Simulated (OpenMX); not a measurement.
# TiTe2 in OpenMX: the effect of dispersion

Crystal: TiTe2.

```
CELL_PARAMETERS angstrom
3.77700 0.00000 0.00000
-1.88850 3.27098 0.00000
0.00000 0.00000 6.49800
ATOMIC_POSITIONS crystal
Te 0.33333 0.66667 0.73720
Te 0.66667 0.33333 0.26280
Ti 0.00000 0.00000 0.00000
```

Alike in all runs:

| Property | Result |
| --- | --- |
| Program | OpenMX 3.8.5 |
| Task | single point |
| Functional | PBE |
| Potentials or basis | OpenMX 2013 PBE set, Te7.0-s3p2d2f1, Ti7.0-s3p2d2, grid cutoff 500 Ry |
| k mesh | 7 × 7 × 3 |
| Occupations | fermi-dirac, width 0.05 eV |
| Spin | no spin polarisation |

```tsv
dispersion	pressure (GPa)	largest force (eV/Å)
none	?	?
D3	0.3	0.10
D3(BJ)	-1.6	0.09
D4	-0.9	0.07
```

Question: What does the run with dispersion none give?

Answer: Pressure 1.4 GPa; largest force 0.08 eV/Å.

Caveats: the basis of atomic orbitals isn't converged, which shifts pressures, moduli and gaps; this functional lacks dispersion, which binds the layers, so the pressure and a relaxed spacing across them are unreliable (some runs).
